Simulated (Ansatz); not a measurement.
# Stack of 1T-FeI2 under 1T-NiTe2, unshifted in a perpendicular field

Aim: how the stack of 1T-FeI2 under 1T-NiTe2, unshifted screens a field along its normal, and what the field does to its bands. A positive field points along +c.

Calculated with Ansatz 0.2.0; plane-wave DFT, PBE-D3(BJ), Ansatz PAW, in the first sound run; inputs show where later runs differ.

## Step 1: The structure

The cell holds 6 atoms: 2 I, 1 Fe, 2 Te and 1 Ni. Its edges and angles: a = 3.744 Å, b = 3.744 Å, c = 48.975 Å, α = 90.0°, β = 90.0°, γ = 120.0°. Regions: layer 1: 1T-FeI2, 3 atoms (2 I and 1 Fe); layer 2: 1T-NiTe2, 3 atoms (2 Te and 1 Ni). Vacuum lies along c.

Structure file:

```cif
data_structure
_symmetry_space_group_name_H-M 'P 1'
_symmetry_Int_Tables_number 1
_cell_length_a 3.7440
_cell_length_b 3.7440
_cell_length_c 48.9750
_cell_angle_alpha 90.000
_cell_angle_beta 90.000
_cell_angle_gamma 120.000
_cell_volume 594.53
loop_
_atom_site_label
_atom_site_type_symbol
_atom_site_fract_x
_atom_site_fract_y
_atom_site_fract_z
_atom_site_occupancy
I1 I 0.66667 0.33333 0.40837 1
Fe2 Fe 0.00000 0.00000 0.44075 1
I3 I 0.33333 0.66667 0.47312 1
Te4 Te 0.66667 0.33333 0.54050 1
Ni5 Ni 0.00000 0.00000 0.56606 1
Te6 Te 0.33333 0.66667 0.59163 1
```

## Step 2: Relaxation

The starting cell is a guess, so the in-plane lattice and the atoms are relaxed first, with the slab cut off from its images along the normal.

Contents of input.yaml:

```yaml
crystal:
  lattice:
    - [3.743982, 0.0, 0.0]
    - [-1.871991, 3.2423835233, 0.0]
    - [0.0, 0.0, 48.9750163689]
  atoms:
    - { symbol: I, position: [0.6666666667, 0.3333333333, 0.4083714817] }
    - { symbol: Fe, position: [0.0, 0.0, 0.4407456894], spin: 4.0 }
    - { symbol: I, position: [0.3333333333, 0.6666666667, 0.4731198972] }
    - { symbol: Te, position: [0.6666666667, 0.3333333333, 0.5405011916] }
    - { symbol: Ni, position: [0.0, 0.0, 0.566064855] }
    - { symbol: Te, position: [0.3333333333, 0.6666666667, 0.5916285183] }
  periodic: [true, true, false]
magnetization:
  spin_polarized: true
kpoints:
  mp_grid: { grid: [12, 12, 1] }
hamiltonian:
  xc: pbe
  dispersion: d3bj
scf:
  occupations: { method: fermi_dirac, width: 0.05 }
  convergence: { dr2_threshold: 1.0e-09 }
relax:
  f_tol: 0.004
  max_steps: 90
  cell: {}
output:
  write_potential: true
  write_density: true
  volumetric_format: npy
```

The run is started by

```bash
$ ansatz run input.yaml --threads 4 --pin off --max-ram 6144MiB --backend cpu --events-out ev --progress --plain --runs-dir out
```

Numbers of over 12 decimals in the logs are rounded to 6 here.

The log of the run:

```text
Warning: relax.cell: scf.convergence.dr2_threshold = 1e-9 eV is looser than the 1.66642944981e-10 eV advised for a relaxation that steers and ends on the stress (1e-10 eV for each atom of the cell: 6, times the square of relax.cell.stress_2d_tol = 0.05 N/m over 19.0 Å (the atoms' height at the walk's start and 5 Å past either face), 2.635e-2 GPa, over a crystal's default 0.05). What an SCF threshold leaves in a stress goes as its square root, and in the free energy as the threshold itself, and one threshold admits the most on a small cell: [figures from the program's tests cut] Set scf.convergence.dr2_threshold to 1.66642944981e-10 eV or tighter. [rest of the remark cut]
Engine: ansatz 0.2.0, aarch64-unknown-linux-gnu
Pseudopotentials: kind: paw
Pseudopotential: I, paw, valence charge 17, recommended cutoff 420 eV (normal), I.paw.azcp
Pseudopotential: Fe, paw, valence charge 16, recommended cutoff 420 eV (normal), Fe.paw.azcp
Pseudopotential: Te, paw, valence charge 16, recommended cutoff 420 eV (normal), Te.paw.azcp
Pseudopotential: Ni, paw, valence charge 18, recommended cutoff 420 eV (normal), Ni.paw.azcp
Functional definition: PBE
  parameter kappa = 0.804
  parameter beta = 0.066725
  exchange = pbe_x(kappa = kappa, mu = beta*pi^2/3)
  correlation = pbe_c(beta = beta)
Crystal: 6 atoms, lattice volume = 594.529 Å³
Basis set: ecut = 420 eV, 11695 PW (Γ), exchange–correlation on 54×54×720 points (8 copies of the dense FFT grid, shifted against one another)
Bands: 63, of which v1, the nominal top of the filled ones, is band 50 counted from 1 (49 counted from 0)
Symmetry: 6 space group operations
Space group: P3m1 (ITA 156), of the structure as read, at distance tolerance 8.4e-5 Å
Magnetic group: BNS 156.49 (UNI 1279), of the structure as read, at distance tolerance 8.4e-5 Å
k-points: 19 of 144 (time reversal used)
Non-local potential: I, projectors of the file, l = 0: 2, l = 1: 2, l = 2: 2, l = 3: 2
Non-local potential: Fe, projectors of the file, l = 0: 3, l = 1: 2, l = 2: 3, l = 3: 1
Non-local potential: Te, projectors of the file, l = 0: 2, l = 1: 2, l = 2: 2, l = 3: 2
Non-local potential: Ni, projectors of the file, l = 0: 3, l = 1: 2, l = 2: 3, l = 3: 1
PAW form: soft (Blöchl's): semilocal exchange-correlation on the pseudo side does not see the compensation charge
PAW one-centre angular grid: I, 590 points (default); XC on 64 Gauss nodes
PAW one-centre angular grid: Fe, 590 points (default); XC on 64 Gauss nodes
PAW one-centre angular grid: Te, 590 points (default); XC on 64 Gauss nodes
PAW one-centre angular grid: Ni, 590 points (default); XC on 64 Gauss nodes
Initial density: superposition of atomic densities (neutral atoms: chi_scale 0, normalization atom)
Starting moments: Σ|m| = 4 μB on 1 of 6 sites
Initial wavefunctions: pseudopotential atomic-orbital guess
Functional: x = pbe(κ = 0.804, μ = 0.219515), c = pbe(β = 0.066725)
iter 1 solved again at ethr=2.09e-3 eV; its pass at ethr=3.10e-3 eV (dr2=2.09e0 eV) is discarded
SCF iter   1: F=—  HF=-39305.730674 eV  |F-HF|=—  |Δ(HF+E_count)|=         —  Δρ=8.82e-3 (↑7.68e-3 ↓8.82e-3)  dr2=2.09e0  dr2_m=4.91e-2  M=3.981 μB ∫|m|=4.007 μB  β_m=0.30  ethr=2.09e-3  ⟨swp⟩=3.0  Hψ=20525  notcnv=0
Mixer restart at iter 1: flushing history
preconditioner: auto → LDOS  [metal: Δε(μ)=0.040 eV  Ē_g=9.085 eV  σ=0.050 eV  W_gap=0.20  n_scr=84 (ndim 8)  ℏωp=10.1 eV  f_vac=0.736  D(μ)=2.52/eV (n_scr^D=12)]
spin=Collinear: LDOS preconditioning applied to the charge; magnetization (m = ρ↑ − ρ↓) channel mixes plain (no charge-response kernel on spin).
SCF iter   2: F=—  HF=-39306.738220 eV  |F-HF|=—  |Δ(HF+E_count)|=    1.01e0  Δρ=5.67e-3 (↑5.39e-3 ↓5.67e-3)  dr2=5.06e-1  dr2_m=3.76e-2  M=3.958 μB ∫|m|=3.988 μB  β_m=0.45  ethr=2.09e-3  ⟨swp⟩=5.6  Hψ=5074  notcnv=0  defer=62
SCF iter   3: F=—  HF=-39307.936673 eV  |F-HF|=—  |Δ(HF+E_count)|=    1.20e0  Δρ=3.78e-3 (↑3.78e-3 ↓2.37e-3)  dr2=6.60e-2  dr2_m=3.72e-2  M=3.864 μB ∫|m|=3.925 μB  β_m=0.70  ethr=5.06e-4  ⟨swp⟩=4.2  Hψ=5185  notcnv=0  defer=175
SCF iter   4: F=—  HF=-39308.219194 eV  |F-HF|=—  |Δ(HF+E_count)|=         —  Δρ=3.46e-3 (↑2.39e-3 ↓3.46e-3)  dr2=1.16e-1  dr2_m=4.18e-2  M=3.736 μB ∫|m|=3.838 μB  β_m=0.70  ethr=6.60e-5  ⟨swp⟩=3.8  Hψ=4614  notcnv=0  defer=180
SCF iter   5: F=—  HF=-39308.279703 eV  |F-HF|=—  |Δ(HF+E_count)|=   6.05e-2  Δρ=1.57e-3 (↑1.57e-3 ↓1.06e-3)  dr2=1.68e-2  dr2_m=6.21e-3  M=3.743 μB ∫|m|=3.851 μB  β_m=0.78  ethr=6.60e-5  ⟨swp⟩=3.3  Hψ=4773  notcnv=0  defer=181
SCF iter   6: F=—  HF=-39308.287204 eV  |F-HF|=—  |Δ(HF+E_count)|=   7.50e-3  Δρ=1.85e-3 (↑1.63e-3 ↓1.85e-3)  dr2=4.38e-2  dr2_m=1.58e-3  M=3.721 μB ∫|m|=3.845 μB  β_m=0.67  ethr=1.68e-5  ⟨swp⟩=3.2  Hψ=5531  notcnv=0  defer=182
SCF iter   7: F=—  HF=-39308.284303 eV  |F-HF|=—  |Δ(HF+E_count)|=   2.90e-3  Δρ=4.16e-4 (↑1.60e-4 ↓4.16e-4)  dr2=9.16e-4  dr2_m=2.93e-4  M=3.720 μB ∫|m|=3.843 μB  β_m=0.65  ethr=1.68e-5  ⟨swp⟩=3.0  Hψ=5266  notcnv=0  defer=182
SCF iter   8: F=—  HF=-39308.284339 eV  |F-HF|=—  |Δ(HF+E_count)|=   3.58e-5  Δρ=2.04e-4 (↑9.54e-5 ↓2.04e-4)  dr2=3.72e-4  dr2_m=5.44e-5  M=3.720 μB ∫|m|=3.846 μB  β_m=0.83  ethr=9.16e-7  ⟨swp⟩=3.2  Hψ=5250  notcnv=0  defer=180
SCF iter   9: F=—  HF=-39308.284471 eV  |F-HF|=—  |Δ(HF+E_count)|=   1.32e-4  Δρ=1.29e-4 (↑7.79e-5 ↓1.29e-4)  dr2=1.02e-4  dr2_m=2.62e-5  M=3.719 μB ∫|m|=3.846 μB  β_m=0.85  ethr=3.72e-7  ⟨swp⟩=3.0  Hψ=4837  notcnv=0  defer=180
SCF iter  10: F=—  HF=-39308.284522 eV  |F-HF|=—  |Δ(HF+E_count)|=   5.12e-5  Δρ=9.67e-5 (↑5.68e-5 ↓9.67e-5)  dr2=1.34e-4  dr2_m=8.77e-6  M=3.717 μB ∫|m|=3.846 μB  β_m=0.92  ethr=1.02e-7  ⟨swp⟩=3.0  Hψ=5099  notcnv=0  defer=180
SCF iter  11: F=—  HF=-39308.284545 eV  |F-HF|=—  |Δ(HF+E_count)|=   2.32e-5  Δρ=4.63e-5 (↑3.21e-5 ↓4.63e-5)  dr2=3.68e-5  dr2_m=2.03e-6  M=3.717 μB ∫|m|=3.847 μB  β_m=0.79  ethr=1.02e-7  ⟨swp⟩=2.9  Hψ=4658  notcnv=0  defer=180
SCF iter  12: F=—  HF=-39308.284546 eV  |F-HF|=—  |Δ(HF+E_count)|=   5.71e-7  Δρ=2.83e-5 (↑2.02e-5 ↓2.83e-5)  dr2=1.57e-5  dr2_m=2.96e-7  M=3.716 μB ∫|m|=3.846 μB  β_m=0.69  ethr=3.68e-8  ⟨swp⟩=3.0  Hψ=5175  notcnv=0  defer=180
SCF iter  13: F=—  HF=-39308.284545 eV  |F-HF|=—  |Δ(HF+E_count)|=   1.01e-6  Δρ=5.72e-6 (↑4.91e-6 ↓5.72e-6)  dr2=5.83e-7  dr2_m=1.38e-8  M=3.716 μB ∫|m|=3.846 μB  β_m=0.77  ethr=1.57e-8  ⟨swp⟩=2.4  Hψ=3353  notcnv=0  defer=180
SCF iter  14: F=—  HF=-39308.284545 eV  |F-HF|=—  |Δ(HF+E_count)|=   4.27e-9  Δρ=2.40e-6 (↑2.40e-6 ↓1.90e-6)  dr2=1.18e-7  dr2_m=7.89e-9  M=3.716 μB ∫|m|=3.846 μB  β_m=0.77  ethr=5.83e-10  ⟨swp⟩=3.6  Hψ=4673  notcnv=0  defer=180
[...]
SCF iter   7: F=—  HF=-39308.702953 eV  |F-HF|=—  |Δ(HF+E_count)|=   1.83e-5  Δρ=6.07e-7 (↑6.07e-7 ↓5.95e-7)  dr2=2.73e-8  dr2_m=1.02e-9  M=3.732 μB ∫|m|=3.908 μB  β_m=0.58  ethr=1.81e-11  ⟨swp⟩=4.6  Hψ=6067  notcnv=0  defer=84
SCF iter   8: F=—  HF=-39308.702954 eV  |F-HF|=—  |Δ(HF+E_count)|=   1.06e-7  Δρ=4.15e-7 (↑3.99e-7 ↓4.15e-7)  dr2=6.89e-9  dr2_m=5.07e-10  M=3.732 μB ∫|m|=3.908 μB  β_m=0.79  ethr=1.81e-11  ⟨swp⟩=2.5  Hψ=3217  notcnv=0  defer=84
SCF iter   9: F=—  HF=-39308.702954 eV  |F-HF|=—  |Δ(HF+E_count)|=   1.32e-7  Δρ=1.70e-7 (↑8.17e-8 ↓1.70e-7)  dr2=5.33e-10  dr2_m=3.23e-11  M=3.732 μB ∫|m|=3.908 μB  β_m=0.76  ethr=6.89e-12  ⟨swp⟩=3.0  Hψ=3986  notcnv=0  defer=83
iter 10 met the thresholds in force, and the SCF goes on: an eigenvalue changes by 4.75 meV, over its tolerance of 0.06 meV (output.eigenvalues, Limitations)
SCF iter  10: F=-39308.702954 eV  HF=-39308.702954 eV  |F-HF|=4.94e-8  |Δ(HF+E_count)|=   4.52e-8  Δρ=1.64e-7 (↑5.82e-8 ↓1.64e-7)  dr2=3.08e-10  dr2_m=4.92e-11  M=3.732 μB ∫|m|=3.908 μB  β_m=0.86  ethr=1.00e-12  ⟨swp⟩=27.3  Hψ=20404  notcnv=0
iter 11 met the thresholds in force, and the SCF goes on: an eigenvalue changes by 3.21 meV, over its tolerance of 0.05 meV (output.eigenvalues, Limitations)
SCF iter  11: F=-39308.702954 eV  HF=-39308.702954 eV  |F-HF|=2.75e-9  |Δ(HF+E_count)|=   4.74e-8  Δρ=9.73e-8 (↑2.36e-8 ↓9.73e-8)  dr2=8.22e-11  dr2_m=1.73e-11  M=3.732 μB ∫|m|=3.908 μB  β_m=1.00  ethr=1.00e-12  ⟨swp⟩=10.5  Hψ=13350  notcnv=0
Mixer restart at iter 11: flushing history
SCF iter  12: F=-39308.702954 eV  HF=-39308.702954 eV  |F-HF|=4.05e-9  |Δ(HF+E_count)|=   2.47e-9  Δρ=1.69e-7 (↑7.41e-8 ↓1.69e-7)  dr2=4.04e-9  dr2_m=3.48e-11  M=3.732 μB ∫|m|=3.908 μB  β_m=1.00  ethr=1.00e-12  ⟨swp⟩=1.5  Hψ=2425  notcnv=0  κ⁻¹=1.0e0(r=1)
SCF iter  13: F=-39308.702954 eV  HF=-39308.702954 eV  |F-HF|=3.80e-9  |Δ(HF+E_count)|=  1.02e-10  Δρ=3.03e-7 (↑4.27e-8 ↓3.03e-7)  dr2=4.03e-9  dr2_m=1.20e-10  M=3.732 μB ∫|m|=3.908 μB  β_m=1.00  ethr=1.00e-12  ⟨swp⟩=1.3  Hψ=2406  notcnv=0  κ⁻¹=1.6e-2(r=2)
SCF iter  14: F=-39308.702954 eV  HF=-39308.702954 eV  |F-HF|=6.40e-10  |Δ(HF+E_count)|=  2.18e-10  Δρ=5.44e-8 (↑1.65e-8 ↓5.44e-8)  dr2=5.85e-11  dr2_m=4.44e-12  M=3.732 μB ∫|m|=3.908 μB  ethr=1.00e-12  ⟨swp⟩=9.1  Hψ=12158  notcnv=0
WARN: dispersion: an atom stands within reach of a switch of its C6 between two reference coordination numbers of its element: through that C6 alone, e_disp changes by 0.025 eV or more while the distances to its neighbours run over a stretch of 0.05 Å that contains this geometry (sites counted from 0 in the run's list of atoms or, in a supercell that it derives, in that cell's: here a list of 6) — site 1 (Fe): coordination number 5.332 (about 5.11 to 5.56 with every neighbour 0.05 Å farther or nearer), switch near 5.393 between the references 1.648 (weight 0.97) and 9.138 (weight 0.03), e_disp changing by some 0.15 eV. [rest of the remark cut]
SCF 17 converged in 14 iterations: F = -39308.702954 eV  dr2 = 5.85e-11
relax step  17: F+E_penalty+E_count = -39308.70295365 eV  Δ(F+E_penalty+E_count) = -2.354e-3 eV  max|allowed force component| = 7.956e-4 eV/Å  Δτ_max = 0.0000 Å  P = +0.005 N/m  Ω = 641.324 Å³  fix = [c, alpha, beta]  reactions: c +0.000 N/m  stress off target by 4.93e-3 N/m on what of the cell is left free  SCF on the basis re-selected at this cell (its energy is not comparable with the rows above)  (14 SCF iters)
basis re-selected at this cell: Δ(F+E_penalty+E_count) = -2.354e-3 eV, ΔP = +0.009 N/m vs the last step (what re-selecting the basis moved, of the pressure what is left beyond the Pulay correction that the steps carried, after the strain that the cell walked since its last selection, with what the two solves' SCF thresholds leave and, on support functions, any second-order correction that the steps lacked; it is no m [...]
WARN: The output density's exchange-correlation potential varies sharply where the density is thin. Do not read a vacuum level from v_tot or v_xc, or from such a field of the output density. On a cell that repeats whose density bears no net charge and no dipole along the vacuum's axis use v_es (v_loc + v_h of the components); under efield.dipole_correction with no amplitude use v_es + v_field, which holds any externa [...]
SCF converged after 14 iterations
an eigenvalue changed by more than its tolerance at an iteration that met the thresholds in force, so the SCF went on 2 times, its first undamped step at iteration 11: the last check found none over its tolerance
Magnetization: 3.7318 μB (51.8659 up, 48.1341 down)
Absolute magnetization: 3.9094 μB (∫|ρ↑−ρ↓|, with the PAW one-centre terms)
Spin contamination: 0.1327 ħ² per cell (⟨S²⟩ above its minimum at these occupations)
Per-site moments (μB) at R_I (Å): [(0.142663, 1.149203), (3.313612, 1.149203), (0.114461, 1.167726), (-0.023529, 1.060327), (0.028796, 1.060327), (-0.00640465, 1.068800)]
Free energy (F): -39308.702954 eV
Harris-Foulkes:  -39308.702954 eV  (|F-HF|=6.40e-10)
Internal energy: -39308.667952 eV  (E = F + TS)
E sigma→0 (E₀):  -39308.685453 eV
Entropy (-TS):   -0.035001 eV (-5.834 meV/atom)
Fermi energy:    -4.478010 eV
--- Per-component energies (eV) ---
  E_band       = -3398.787879
  E_kinetic    = 1365.622144
  E_local      = -604529.393389  (includes V_loc(G=0)·N_el)
  E_nonlocal   = 64.725473
  E_hartree    = 301425.408351
  E_xc         = -703.647665
  E_vxc        = -721.633604  (∫ρ·V_xc dr)
  E_paw        = -21960.679481  (= ΣΔE_a)
  E_vpaw       = -2428.923454  (= ΣTr[D̂ρ^β])
  E_aug_tail   = 0.000986  (compensation charges beyond the density's cutoff)
  E_ewald      = 285031.438925
  E_disp       = -2.143294  (pairwise vdW)
  E_smearing   = -0.035001  (= −TS)
  E_closure    = 0.000000  (closes the sum)
  Σ components = -39308.702954   (vs F -39308.702954, Δ=0.00e0)
--- Forces (eV/Å), atoms counted from 1 ---
  atom   1  I     -0.00000000    -0.00000000     0.00031720
  atom   2  Fe     0.00000000    -0.00000000    -0.00020993
  atom   3  I      0.00000000     0.00000000    -0.00009791
  atom   4  Te     0.00000000    -0.00000000     0.00014006
  atom   5  Ni     0.00000000     0.00000000     0.00064492
  atom   6  Te    -0.00000000     0.00000000    -0.00079588
  max |Σ_I F_I| component: 1.53e-6 eV/Å
--- 2D stress c σ (N/m, compression-positive) ---
        0.004928      -0.000000      -0.000000
        0.000000       0.004928      -0.000000
       -0.000000      -0.000000       0.000000
  P = ½ c Tr σ = 0.0049 N/m
--- Band table (eV; the first three rows and the last of 38) ---
  k-point 0 ↑: bands = [... 46 lower, -5.7961, -4.8820, -4.8820, -4.5587, -4.5365, -4.5365, -3.3372, -3.3372, ... 9 higher]
  k-point 1 ↑: bands = [... 46 lower, -5.8577, -5.2265, -5.0147, -4.9558, -4.7127, -4.3876, -3.6405, -3.2963, ... 9 higher]
  k-point 2 ↑: bands = [... 46 lower, -6.0417, -5.8279, -5.5997, -5.2438, -4.9815, -4.4095, -4.0770, -3.2519, ... 9 higher]
  k-point 18 ↓: bands = [... 46 lower, -6.2737, -4.4633, -4.3652, -4.2134, -4.1159, -3.9914, -3.2442, -3.2168, ... 9 higher]
  the weakly bound empty levels are not read free of the cell's end (no_gap_told)
--- Relaxed structure (16 steps of the walk, 14 accepted, 1 SCFs on fresh bases) ---
  F+E_penalty+E_count = -39308.70295365 eV   max|allowed force component| = 7.956e-4 eV/Å   (the final SCF, on the basis selected at the relaxed cell)
  cell:  # Å, volume = 641.3236 Å³
    - [3.888535, 0, 0]
    - [-1.944267, 3.367570, 0]
    - [0, 0, 48.9750163689]
  atoms:
    - { symbol: I, position: [0.666667, 0.333333, 0.409222] }
    - { symbol: Fe, position: [3.621704953449037e-18, 0, 0.442905] }
    - { symbol: I, position: [0.333333, 0.666667, 0.478115] }
    - { symbol: Te, position: [0.666667, 0.333333, 0.537551] }
    - { symbol: Ni, position: [-4.950290979178298e-18, 0, 0.563113] }
    - { symbol: Te, position: [0.333333, 0.666667, 0.589525] }
```

The job ended after 19 min (4 threads of Arm Neoverse V1, shared host; peak memory 2 GiB).

The steps of the relaxation:

```tsv
step	energy less that of the first step (eV)	largest force component (eV/Å)	volume (Å³)
1	0.0000	1.0982	594.53
2	-0.2799	2.6503	608.46
3	-0.0040	1.3463	621.83
4	-0.2427	0.9632	620.29
5	-0.3088	0.7309	612.47
6	-0.3796	0.5297	628.65
7	-0.4081	0.3546	642.49
8	-0.4125	0.2616	642.44
9	-0.4132	0.5155	641.47
10	-0.4154	0.1228	641.37
11	-0.4158	0.0505	641.32
12	-0.4159	0.0529	641.17
13	-0.4159	0.0358	641.23
14	-0.4159	0.0294	641.29
15	-0.4161	0.0054	641.35
16	-0.4161	0.0006	641.32
17*	-0.4184	0.0008	641.32
```

Relaxation steps marked * repeat the geometry before them on a plane-wave basis chosen anew for their cell, so energy and pressure can jump there. Relaxation steps 3, 4 were tried and not accepted.

Forces are held to the 6 operations that the run works with; a distortion that breaks them can't arise in this run.

```tsv
cell as run	before	after	change
a (Å)	3.744	3.889	+3.9 %
b (Å)	3.744	3.889	+3.9 %
```

The atoms that moved most (Å, along periodic axes as changes of fractional coordinates times the final cell, across vacuum about the mean position):

```tsv
atom	dx	dy	dz	length
I3	0.000	0.000	0.245	0.245
Ni5	0.000	0.000	-0.145	0.145
Te4	0.000	0.000	-0.144	0.144
Fe2	0.000	0.000	0.106	0.106
Te6	0.000	0.000	-0.103	0.103
I1	0.000	0.000	0.042	0.042
```

Final coordinates:

```xyz
6
Lattice="3.8885 0.0000 0.0000 -1.9443 3.3676 0.0000 0.0000 0.0000 48.9750" Properties=species:S:1:pos:R:3
I     1.9443    1.1225   20.0417
Fe    0.0000    0.0000   21.6913
I     0.0000    2.2450   23.4157
Te    1.9443    1.1225   26.3266
Ni    0.0000    0.0000   27.5785
Te    0.0000    2.2450   28.8720
```

This step gave:

```
energy at zero smearing : -39308.6855 eV
total moment            : 3.732 μB
site moments            : 0.1427, 3.314, 0.1145, -0.02353, 0.02880, -0.006405 μB
```

Site moment by atom:

```tsv
atom	site moment (μB)
I1	0.14
Fe2	3.31
I3	0.11
Te4	-0.02
Ni5	0.03
Te6	-0.01
```

The lattice constant a goes from 3.744 to 3.889 Å.

(Part 1 of 3 ends here.)

[Logs are printed without paths, hosts, clocks, repeated set-up lines and the standing remarks that a program may print on its own settings, such as how far it seeks lower states.]

[Hosts, paths, dates, database ids (printed as entryN), source tags and the programs' standing remarks are cut or masked in the printed files.]

[Maps of the electrostatic potential energy from Ansatz leave out the sawtooth potential of an applied field or a dipole correction, so their vacuum need not be flat; planar profiles and work functions include it.]
